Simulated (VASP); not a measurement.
# GaAs (F-43m) in VASP: electric field gradients with PBE

Aim: the electric field gradients of GaAs with PBE.

Everything below comes from runs of VASP 6.6.1. Logs are shortened: lines on timing, memory, paths and dates and some standing lists are left out, and cuts for length are marked.

### 1 The cell of the first run

The structure is cubic, space group F-43m (No. 216). Conventional cell: a = 5.616 Å, b = 5.616 Å, c = 5.616 Å, α = 90.00°, β = 90.00°, γ = 90.00°. Ga (site symmetry -43m) has 4 As at 2.43 Å as nearest neighbours. As (site symmetry -43m) has 4 Ga at 2.43 Å as nearest neighbours.

### 2 Electric field gradients, PBE (volume scaled by 0.98)

INCAR reads:

```
ALGO = Normal
EDIFF = 1E-8
ENCUT = 520
GGA = PE
ISIF = 2
ISMEAR = -1
LASPH = T
LCHARG = F
LEFG = T
LREAL = F
LWAVE = F
NBANDS = 16
NELM = 60
PREC = Accurate
SIGMA = 0.08
```

KPOINTS reads:

```
k-points
0
Gamma
  10 10 10
```

POSCAR reads:

```
GaAs
1.0
    0.0000000000      2.8078772807      2.8078772807
    2.8078772807      0.0000000000      2.8078772807
    2.8078772807      2.8078772807      0.0000000000
Ga As
1 1
Direct
    0.0000000000      0.0000000000      0.0000000000
    0.7500000000      0.7500000000      0.7500000000
```

Potentials or basis: VASP PAW PBE potentials, release 64 (Ga_d, As).

Command:

```sh
$ cat potpaw_PBE.64/Ga_d/POTCAR potpaw_PBE.64/As/POTCAR > POTCAR
$ mpirun -np 1 vasp_std > vasp.out
```

OUTCAR:

```text
EDIFF = 1E-8
   ENCUT = 520
   GGA = PE
   ISIF = 2
   ISMEAR = -1
   LASPH = T
   LREAL = F
   NELM = 60
   PREC = Accurate

 ion  position               nearest neighbor table
   1  0.000  0.000  0.000-   2 2.43   2 2.43   2 2.43   2 2.43
   2  0.750  0.750  0.750-   1 2.43   1 2.43   1 2.43   1 2.43

  LATTYP: Found a face centered cubic cell.
 ALAT       =     5.6157545614

  Lattice vectors:

 A1 = (   0.0000000000,   2.8078772807,   2.8078772807)
 A2 = (   2.8078772807,   0.0000000000,   2.8078772807)
 A3 = (   2.8078772807,   2.8078772807,   0.0000000000)

Analysis of symmetry for initial positions (statically):
=====================================================================
 Subroutine PRICEL returns:
 Original cell was already a primitive cell.

 Routine SETGRP: Setting up the symmetry group for a
 face centered cubic supercell.

 Subroutine GETGRP returns: Found 24 space group operations
 (whereof 24 operations were pure point group operations)
 out of a pool of 48 trial point group operations.

The static configuration has the point symmetry T_d .

Analysis of symmetry for dynamics (positions and initial velocities):
=====================================================================
 Subroutine PRICEL returns:
 Original cell was already a primitive cell.

 Routine SETGRP: Setting up the symmetry group for a
 face centered cubic supercell.

 Subroutine GETGRP returns: Found 24 space group operations
 (whereof 24 operations were pure point group operations)
 out of a pool of 48 trial point group operations.

The dynamic configuration has the point symmetry T_d .

 Subroutine INISYM returns: Found 24 space group operations
 (whereof 24 operations are pure point group operations),
 and found     1 'primitive' translations

----------------------------------------------------------------------------------------

                                     Primitive cell

  volume of cell :      44.2756

  direct lattice vectors                    reciprocal lattice vectors
     0.000000000  2.807877281  2.807877281    -0.178070460  0.178070460  0.178070460
     2.807877281  0.000000000  2.807877281     0.178070460 -0.178070460  0.178070460
     2.807877281  2.807877281  0.000000000     0.178070460  0.178070460 -0.178070460

  length of vectors
[... 115 lines left out ...]
  volume of cell :       44.28
 maximum number of plane-waves:      1243
 NGX is ok and might be reduce to    30

 number of electron      18.0000010 magnetization

 Free energy of the ion-electron system (eV)
  ---------------------------------------------------
  ext. energy  EPLUGINS =         0.00000000
  ---------------------------------------------------
  free energy    TOTEN  =        -8.22677596 eV

  energy without entropy =       -8.22670290  energy(sigma->0) =       -8.22673943

 E-fermi :   4.5342     XC(G=0):  -9.6794

 val. band max:        4.1232742137   @ k =   0.0000   0.0000   0.0000
 cond. band min:       4.7975066748   @ k =   0.0000   0.0000   0.0000
 fundamental gap:      0.6742324611
 Fermi energy:         4.5341882639

 k-point     1 :       0.0000    0.0000    0.0000
  band No.  band energies     occupation
      1     -10.7209      2.00000
      2     -10.7209      2.00000
      3     -10.7209      2.00000
      4     -10.6366      2.00000
      5     -10.6366      2.00000
      6      -8.7496      2.00000
[... 433 lines left out ...]
      3     -10.6806      2.00000
      4     -10.6559      2.00000
      5     -10.6264      2.00000
      6      -6.9586      2.00000
[... 8 lines left out ...]
     15      16.4680      0.00000
     16      17.1189      0.00000

 [... further k-points ...]
[... 5 lines left out ...]
  --------------------------------------------------------------------------------------
  -------------------------------------------------------------------------------------
  Total        1.4088918      1.4088918      1.4088918      0.0000000      0.0000000     -0.0000000
  in kB       50.9828219     50.9828219     50.9828219      0.0000000      0.0000000     -0.0000000
  external PRESSURE =      50.9828219 kB  Pullay stress =       0.0000000 kB

 VOLUME and BASIS-vectors are now :
 -----------------------------------------------------------------------------
  energy-cutoff  :      520.00
  volume of cell :       44.28
      direct lattice vectors                 reciprocal lattice vectors
     0.000000000  2.807877281  2.807877281    -0.178070460  0.178070460  0.178070460
     2.807877281  0.000000000  2.807877281     0.178070460 -0.178070460  0.178070460
     2.807877281  2.807877281  0.000000000     0.178070460  0.178070460 -0.178070460

 POSITION                                       TOTAL-FORCE (eV/Angst)
 -----------------------------------------------------------------------------------
      0.00000      0.00000      0.00000        -0.000000     -0.000000     -0.000000
      4.21182      4.21182      4.21182         0.000000      0.000000      0.000000
 -----------------------------------------------------------------------------------
    total drift:                               -0.000001     -0.000001     -0.000001

  FREE ENERGIE OF THE ION-ELECTRON SYSTEM (eV)
  ---------------------------------------------------
  free  energy   TOTEN  =        -8.2267759606 eV

  energy  without entropy=       -8.2267029026  energy(sigma->0) =       -8.22673943

 Electric field gradients (V/A^2)
---------------------------------------------------------------------
 ion       V_xx      V_yy      V_zz      V_xy      V_xz      V_yz
---------------------------------------------------------------------
   1       0.000    -0.000     0.000    -0.003    -0.003    -0.003
   2       0.000    -0.000     0.000     0.000     0.000     0.000
---------------------------------------------------------------------

 Electric field gradients after diagonalization (V/A^2)
 (convention: |V_zz| > |V_xx| > |V_yy|)
----------------------------------------------------------------------
 ion       V_xx      V_yy      V_zz     asymmetry (V_yy - V_xx)/ V_zz
----------------------------------------------------------------------
   1       0.003     0.003    -0.007       0.000
   2      -0.000    -0.000     0.000       0.000
----------------------------------------------------------------------

           NMR quadrupolar parameters

 Cq : quadrupolar parameter    Cq=e*Q*V_zz/h
 eta: asymmetry parameters     (V_yy - V_xx)/ V_zz
 Q  : nuclear electric quadrupole moment in mb (millibarn)
----------------------------------------------------------------------
 ion       Cq(MHz)       eta       Q (mb)
----------------------------------------------------------------------
   1      -0.000       0.000       1.000
   2       0.000       0.000       1.000
----------------------------------------------------------------------
```

It took 1.7 min on 1 thread of AMD EPYC, shared host; peak memory 0.15 GiB.

What came out:

| Property | Result |
| --- | --- |
| Free energy | -8.2268 eV |
| Pressure | 5.1 GPa |
| Band gap on the k mesh | 0.67 eV, direct |

Electric field gradients, principal values (V/Å²):
```tsv
atom	Vxx	Vyy	Vzz
1 Ga	0.003	0.003	-0.007
2 As	0.000	0.000	0.000
```

A k mesh can miss the band edges.
